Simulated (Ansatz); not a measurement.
The elements of this relaxed trial crystal are hidden behind letters.

```
lattice vectors (Å)
   2.8665    0.0000    0.0000
  -1.4332    2.4825    0.0000
   0.0000    0.0000    6.2270
fractional positions
X 0.3333 0.6667 0.1840
X 0.6667 0.3333 0.8160
Z 0.0000 0.0000 0.5000
```

All numbers below come from DFT PBE, scalar-relativistic, plane waves, PAW (Ansatz). The final run on the 3-atom cell used 420 eV, a Γ-centred 18×18×8 mesh, 0.10 eV smearing and no spin polarisation.

- Space group: P-3m1 (No. 164)
- Conventional cell: a = 2.866 Å, c = 6.227 Å
- Volume per atom: 14.77 Å³
- Density: 4.40 g/cm³
- Energy over the elements: −0.10 eV/atom
- Gap on the 18×18×8 mesh of the 3-atom cell: 0 eV (a metal)

Energies are uncorrected and count from the elements' standard states at the same level.

Task: X is a p-block element of period 3 and Z is a d-block element of period 4. Which elements are they?

Result: X = Al, Z = Cu, so the formula is Al2Cu. Density times volume gives a mean mass of 4.40 × 14.77/1.6605 = 39.1 u per atom, and this set has 39.2 u. Around Al lie 3 Cu at 2.57 Å and 9 Al at 2.83–2.87 Å; Cu is surrounded by 6 Al at 2.57 Å and 6 Cu at 2.87 Å. Other sets within the hints have nearly the same mass, so mass alone doesn't settle it; this one was computed.

Symmetry constrained the relaxation, so the result can be a saddle point.
